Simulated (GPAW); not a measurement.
Set up this calculation in GPAW 26.7.0, as an ASE script.

```yaml
Task: relaxation of cell and atoms
Functional: PBEsol
Potentials_or_basis: PAW data sets generated in the run's folder for this functional
Cutoff: 600 eV
Basis: pw
k_mesh: 7 × 7 × 4
Occupations: fermi-dirac, width 0.05 eV
Spin: collinear spin, ferromagnetic start
Starting_moments: "[3.0, 0.0, 0.0] μB"
Maxiter: 150
Optimizer: BFGS
Fmax: 0.02 eV/Å
Max_steps: 60
Convergence: density=1e-05 forces=0.0001
```

The system is FeSi2 (Linzhiite).

```
CELL_PARAMETERS angstrom
2.68400 0.00000 0.00000
0.00000 2.68400 0.00000
0.00000 0.00000 5.12800
ATOMIC_POSITIONS crystal
Fe 0.00000 0.00000 0.00000
Si 0.50000 0.50000 0.73000
Si 0.50000 0.50000 0.27000
```

These files were run (other wordings do the same):

run.py

```python
from ase import Atoms
from ase.filters import FrechetCellFilter
from ase.io import write
from ase.optimize import BFGS
from gpaw import GPAW, PW, setup_paths

setup_paths.insert(0, '.')

atoms = Atoms(['Fe', 'Si', 'Si'],
              cell=[[2.684, 0.0, 0.0],
                    [0.0, 2.684, 0.0],
                    [0.0, 0.0, 5.128]],
              scaled_positions=[[0.0, 0.0, 0.0],
                                [0.5, 0.5, 0.73],
                                [0.5, 0.5, 0.27]],
              pbc=True)
atoms.set_initial_magnetic_moments([3.0, 0.0, 0.0])

calc = GPAW(mode=PW(600),
            xc='PBEsol',
            kpts={'size': (7, 7, 4), 'gamma': True},
            occupations={'name': 'fermi-dirac', 'width': 0.05},
            nbands=19,
            convergence={'density': 1e-05, 'forces': 0.0001},
            maxiter=150,
            txt='gpaw.txt')
atoms.calc = calc
opt = BFGS(FrechetCellFilter(atoms), trajectory='relax.traj', logfile='-')
done = opt.run(fmax=0.02, steps=60)
calc.write('gs.gpw')
write('result.traj', atoms)
print('Converged:', done)
print('Cell:', atoms.cell.cellpar().round(4))
print('Volume:', round(atoms.get_volume(), 4))
print(atoms.get_scaled_positions().round(5))
```

Potentials or basis: PAW data sets generated in the run's folder for this functional, pw.

Run with:

```bash
$ gpaw-setup -f PBEsol Fe Si
$ OMP_NUM_THREADS=1 python run.py
```

Results of the run:

| Quantity | Value |
| --- | --- |
| Relaxed volume | 12.34 Å³/atom |
| Relaxed cell | a = 2.691 Å, b = 2.691 Å, c = 5.111 Å, α = 90.00°, β = 90.00°, γ = 90.00° |
| Space group after relaxing (to 0.05 Å) | P4/mmm (No. 123) |
| Energy gained by relaxing | 2.0 meV/atom |
| Ionic steps | 5 |
| Pressure after relaxing | 0.1 GPa |
| Band gap on the k mesh | none (metal or under the smearing width) |
| Net moment | 0.13 μB per cell |
| Site moments | Fe +0.14; Si -0.00 μB |

Caveat: each step starts from the last one's moments, so a moment once lost doesn't come back; later steps reuse the first step's grids.

Wall time 3.8 min on 1 thread of Intel(R) Xeon(R) Processor @ 2.50GHz (Skylake/Cascade Lake), on a shared host, peak memory 0.29 GiB.
